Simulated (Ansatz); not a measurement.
The system is As.

```xyz
2
Lattice="1.8808 1.0859 3.5141 -1.8808 1.0859 3.5141 0.0000 -2.1718 3.5141" Properties=species:S:1:pos:R:3 pbc="T T T"
As    0.0000    0.0000    2.3825
As    0.0000    0.0000    8.1597
```

| Property | Result |
| --- | --- |
| Program | Ansatz 0.2.0 |
| Task | single point |
| Functional | PBE |
| Potentials or basis | Ansatz PAW |
| Cutoff | 420 eV (not typed: the program's choice for these potentials) |
| k mesh | 9 × 9 × 9 |
| Occupations | fermi-dirac, width 0.05 eV |
| Spin | no spin polarisation |

On this cell: pressure 3.7 GPa; largest force 0.429 eV/Å; band gap on the k mesh none (metal or under the smearing width).

The same run follows on a disturbed copy (atoms moved at random, drawn with an rms of 0.05 Å):

```xyz
2
Lattice="1.8808 1.0859 3.5141 -1.8808 1.0859 3.5141 0.0000 -2.1718 3.5141" Properties=species:S:1:pos:R:3 pbc="T T T"
As   -0.0243   -0.0316    2.3523
As    0.0000    0.0160    8.1497
```

Task: What does the disturbed cell give?

Result: The energy (extrapolated to zero smearing) moves by +9.6 meV/atom; pressure 4.3 GPa; largest force 0.718 eV/Å; band gap on the k mesh none (metal or under the smearing width).

Forces on the atoms (eV/Å):
```
As   0.130  0.291  0.643
As  -0.130 -0.291 -0.643
```

Stress tensor (GPa, compression positive):
```
 3.89 -0.23  0.62
-0.23  5.06  1.34
 0.62  1.34  3.99
```
